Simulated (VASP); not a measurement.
# Cu (Pm-3m) in VASP: notebook, part 2 of 2

VASP 6.6.1.

### Step 4. Single point, PBEsol

This run uses another cell than the first one, of 11.98 Å³/atom, 0.913 times its volume.

Contents of INCAR:

```
SYSTEM = Cu
PREC = Accurate
ENCUT = 520
EDIFF = 1E-7
ISMEAR = 0
SIGMA = 0.1
LREAL = .False.
LASPH = .True.
NELM = 60
ALGO = Normal
ISIF = 2
LWAVE = .False.
LCHARG = .False.
GGA = PS
NBANDS = 12
```

Contents of KPOINTS:

```
regular mesh
0
Gamma
  8 8 8
  0 0 0
```

Contents of POSCAR:

```
Cu
1.0
    2.2884509792      0.0000000000      0.0000000000
    0.0000000000      2.2884509792      0.0000000000
    0.0000000000      0.0000000000      2.2884509792
Cu
1
Direct
    0.0000000000      0.0000000000      0.0000000000
```

Potentials or basis: VASP PAW PBE potentials, release 64 (Cu).

The run is started by

```console
> cat potpaw_PBE.64/Cu/POTCAR > POTCAR
> mpirun -np 1 vasp_std > vasp.out
```

OUTCAR:

```text
SYSTEM = Cu
   PREC = Accurate
   ENCUT = 520
   EDIFF = 1E-7
   ISMEAR = 0
   LREAL = .False.
   LASPH = .True.
   NELM = 60
   ISIF = 2
   GGA = PS

 ion  position               nearest neighbor table
   1  0.000  0.000  0.000-

  LATTYP: Found a simple cubic cell.
 ALAT       =     2.2884509792

  Lattice vectors:

 A1 = (   2.2884509792,   0.0000000000,   0.0000000000)
 A2 = (   0.0000000000,   2.2884509792,   0.0000000000)
 A3 = (   0.0000000000,   0.0000000000,   2.2884509792)

Analysis of symmetry for initial positions (statically):
=====================================================================
 Subroutine PRICEL returns:
 Original cell was already a primitive cell.

 Routine SETGRP: Setting up the symmetry group for a
 simple cubic supercell.

 Subroutine GETGRP returns: Found 48 space group operations
 (whereof 48 operations were pure point group operations)
 out of a pool of 48 trial point group operations.

The static configuration has the point symmetry O_h .

Analysis of symmetry for dynamics (positions and initial velocities):
=====================================================================
 Subroutine PRICEL returns:
 Original cell was already a primitive cell.

 Routine SETGRP: Setting up the symmetry group for a
 simple cubic supercell.

 Subroutine GETGRP returns: Found 48 space group operations
 (whereof 48 operations were pure point group operations)
 out of a pool of 48 trial point group operations.

The dynamic configuration has the point symmetry O_h .

 Subroutine INISYM returns: Found 48 space group operations
 (whereof 48 operations are pure point group operations),
 and found     1 'primitive' translations

----------------------------------------------------------------------------------------

                                     Primitive cell

  volume of cell :      11.9846

  direct lattice vectors                    reciprocal lattice vectors
     2.288450979  0.000000000  0.000000000     0.436976806  0.000000000  0.000000000
     0.000000000  2.288450979  0.000000000     0.000000000  0.436976806  0.000000000
     0.000000000  0.000000000  2.288450979     0.000000000  0.000000000  0.436976806

  length of vectors
     2.288450979  2.288450979  2.288450979     0.436976806  0.436976806  0.436976806

  position of ions in fractional coordinates (direct lattice)
     0.000000000  0.000000000  0.000000000

  ion indices of the primitive-cell ions
   primitive index   ion index
                 1           1

----------------------------------------------------------------------------------------

 KPOINTS: regular mesh

Automatic generation of k-mesh.
 Grid dimensions read from file:
 generate k-points for:    8    8    8

 Generating k-lattice:

  Cartesian coordinates                     Fractional coordinates (reciprocal lattice)
     0.054622101  0.000000000  0.000000000     0.125000000  0.000000000  0.000000000
     0.000000000  0.054622101  0.000000000     0.000000000  0.125000000  0.000000000
     0.000000000  0.000000000  0.054622101     0.000000000  0.000000000  0.125000000

  Length of vectors
     0.054622101  0.054622101  0.054622101

  Shift w.r.t. Gamma in fractional coordinates (k-lattice)
     0.000000000  0.000000000  0.000000000

 Subroutine IBZKPT returns following result:
 ===========================================

 Found     35 irreducible k-points:

 Following reciprocal coordinates:
            Coordinates               Weight
  0.000000  0.000000  0.000000      1.000000
  0.125000  0.000000  0.000000      6.000000
  0.250000  0.000000  0.000000      6.000000
  0.375000  0.000000  0.000000      6.000000
  0.500000  0.000000  0.000000      3.000000
  0.125000  0.125000  0.000000     12.000000
[... 16 lines left out ...]
  0.375000  0.375000  0.125000     24.000000
  0.500000  0.375000  0.125000     24.000000
 [... further k-points ...]
   k-points           NKPTS =     35   k-points in BZ     NKDIM =     35   number of bands    NBANDS=     12
   number of dos      NEDOS =    301   number of ions     NIONS =      1
   total plane-waves  NPLWV =   5832
   dimension x,y,z NGX =    18 NGY =   18 NGZ =   18
   dimension x,y,z NGXF=    36 NGYF=   36 NGZF=   36
   ions per type =               1
   NGX,Y,Z   is equivalent  to a cutoff of  13.08, 13.08, 13.08 a.u.
   NGXF,Y,Z  is equivalent  to a cutoff of  26.15, 26.15, 26.15 a.u.
 SYSTEM =  Cu
   PREC   = accura    normal or accurate (medium, high low for compatibility)
   ISTART =      0    job   : 0-new  1-cont  2-samecut
   ICHARG =      2    charge: 1-file 2-atom 10-const
   ISPIN  =      1    spin polarized calculation?
   LNONCOLLINEAR =      F non collinear calculations
   LSORBIT =      F    spin-orbit coupling
   LASPH  =      T    aspherical Exc in radial PAW
   ENCUT  =  520.0 eV  38.22 Ry    6.18 a.u.   4.26  4.26  4.26*2*pi/ulx,y,z
   NELM   =     60;   NELMIN=  2; NELMDL= -5     # of ELM steps
   EDIFF  = 0.1E-06   stopping-criterion for ELM
   LREAL  =      F    real-space projection
   EDIFFG = 0.1E-05   stopping-criterion for IOM
   NSW    =      0    number of steps for IOM
   IBRION =     -1    ionic relax: 0-MD 1-quasi-New 2-CG
   NFREE  =      0    steps in history (QN), initial steepest desc. (CG)
   ISIF   =      2    stress and relaxation
   ISYM   =      2    0-nonsym 1-usesym 2-fastsym
   POTIM  = 0.5000    time-step for ionic-motion
   TEBEG  =    0.0;   TEEND  =   0.0 temperature during run
   PSTRESS=    0.0 pullay stress
   NELECT =      11.0000    total number of electrons
   NUPDOWN=      -1.0000    fix difference up-down
   EMIN   =  10.00;   EMAX   =-10.00  energy-range for DOS
   EFERMI =   0.00;   METHOD = LEGACY
   ISMEAR =     0;   SIGMA  =   0.10  broadening in eV -4-tet -1-fermi 0-gaus
   EFERMI_NEDOS =   21; number of points for ismear=-14 and -15
   IALGO  =     38    algorithm
   IMIX   =      4    mixing-type and parameters
     AMIX     =   0.40;   BMIX     =  1.00
     AMIX_MAG =   1.60;   BMIX_MAG =  1.00
  volume/ion in A,a.u.               =      11.98        80.88
  Fermi-wavevector in a.u.,A,eV,Ry     =   1.590978  3.006512 34.439207  2.531210
  Thomas-Fermi vector in A             =   2.689589
   LORBIT       =      0    0 simple, 1 ext, 2 COOP (PROOUT), +10 PAW based schemes
   GGA     = PS    functional components
   LHFCALC =     F    Hartree Fock is set to
   AEXX    =    0.0000 exact exchange contribution
   IVDW    =     0    specifies the selected vdW correction
   LEPSILON=     F    determine dielectric tensor
   LRPA    =     F    only Hartree local field effects (RPA)
 non-spin polarized calculation
 Gauss-broadening in eV      SIGMA  =   0.10
  energy-cutoff  :      520.00
  volume of cell :       11.98
 maximum number of plane-waves:       341
 NGX is ok and might be reduce to    18
   NGX =  9   NGY =  9   NGZ =  9

 number of electron      10.9999980 magnetization

 Free energy of the ion-electron system (eV)
  ---------------------------------------------------
  ext. energy  EPLUGINS =         0.00000000
  ---------------------------------------------------
  free energy    TOTEN  =        -3.73600985 eV

  energy without entropy =       -3.73219935  energy(sigma->0) =       -3.73410460

 E-fermi :   6.7458     XC(G=0): -12.7377

 val. band max:        6.6883417571   @ k =   0.3750   0.2500   0.1250
 cond. band min:       7.3827723228   @ k =   0.5000   0.1250   0.1250
 fundamental gap:      0.6944305657
 Fermi energy:         6.7458264908

 k-point     1 :       0.0000    0.0000    0.0000
  band No.  band energies     occupation
      1      -1.9922      2.00000
      2       2.6150      2.00000
      3       2.6150      2.00000
      4       5.7369      2.00000
      5       5.7369      2.00000
      6       5.7369      2.00000
      7      26.2538      0.00000
      8      26.2538      0.00000
      9      26.2538      0.00000
     10      29.9240      0.00000
     11      29.9240      0.00000
     12      34.4838      0.00000
[... 331 lines left out ...]
 k-point    24 :       0.5000    0.3750    0.1250
  band No.  band energies     occupation
      1       2.4200      2.00000
      2       3.6299      2.00000
      3       4.5262      2.00000
      4       4.6897      2.00000
      5       5.8452      2.00000
      6      11.0745      0.00000
      7      11.3189      0.00000
      8      19.7920      0.00000
      9      19.8968      0.00000
     10      32.0025      0.00000
     11      33.5227      0.00000
     12      38.2412      0.00000

 [... further k-points ...]

------------------------ aborting loop because EDIFF is reached ----------------------------------------

  FORCE on cell =-STRESS in cart. coord.  units (eV):
  Direction    XX          YY          ZZ          XY          YZ          ZX
  --------------------------------------------------------------------------------------
  -------------------------------------------------------------------------------------
  Total        1.1106542      1.1106542      1.1106542      0.0000000     -0.0000000      0.0000000
  in kB      148.4788510    148.4788510    148.4788510      0.0000000     -0.0000000      0.0000000
  external PRESSURE =     148.4788510 kB  Pullay stress =       0.0000000 kB

 VOLUME and BASIS-vectors are now :
 -----------------------------------------------------------------------------
  energy-cutoff  :      520.00
  volume of cell :       11.98
      direct lattice vectors                 reciprocal lattice vectors
     2.288450979  0.000000000  0.000000000     0.436976806  0.000000000  0.000000000
     0.000000000  2.288450979  0.000000000     0.000000000  0.436976806  0.000000000
     0.000000000  0.000000000  2.288450979     0.000000000  0.000000000  0.436976806

 POSITION                                       TOTAL-FORCE (eV/Angst)
 -----------------------------------------------------------------------------------
      0.00000      0.00000      0.00000         0.000000      0.000000      0.000000
 -----------------------------------------------------------------------------------
    total drift:                               -0.000000      0.000000      0.000000

  FREE ENERGIE OF THE ION-ELECTRON SYSTEM (eV)
  ---------------------------------------------------
  free  energy   TOTEN  =        -3.7360098543 eV

  energy  without entropy=       -3.7321993492  energy(sigma->0) =       -3.73410460
```

stdout:

```text
POSCAR found type information on POSCAR Cu
 POSCAR found :  1 types and       1 ions
 scaLAPACK will be used
 -----------------------------------------------------------------------------
|                                                                             |
|                                                                             |
|     You enforced a specific xc type in the INCAR file but a different       |
|     I HOPE YOU KNOW WHAT YOU ARE DOING!                                     |
|                                                                             |
 -----------------------------------------------------------------------------

 LDA part: xc-table for (Slater+PW92), standard interpolation
 POSCAR, INCAR and KPOINTS ok, starting setup
 FFT: planning ... GRIDC
 FFT: planning ... GRID_SOFT
 FFT: planning ... GRID
 WAVECAR not read
 entering main loop
```

Wall time 4.1 s (1 thread of Intel Xeon 6975P-C (Granite Rapids), shared host); peak memory 0.11 GiB.

Results:

- Free energy: -3.7360 eV
- Pressure: 14.8 GPa
- Band gap on the k mesh: none (metal or under the smearing width)

Caveat: the PAW data sets were made with another functional, which shifts forces and pressure a little.

### Step 5. Overview

| task | cell | cutoff (eV) | gap on the mesh (eV) | pressure (GPa) |
| --- | --- | --- | --- | --- |
| single point | Pm-3m, 13.13 Å³/atom | 520 | none | 0.6 |
| relaxation of cell and atoms | relaxed | 600 | none | 0.2 |
| single point | Pm-3m, 11.98 Å³/atom | 520 | none | 14.8 |

Alike in all rows: level PBEsol; potentials or basis VASP PAW PBE potentials, release 64 (Cu); no spin polarisation; k mesh 8 × 8 × 8; smearing gaussian 0.1 eV.

Caveats: the PAW data sets were made with another functional, which shifts forces and pressure a little.

Absolute energies hang on the potentials; compare differences alone.
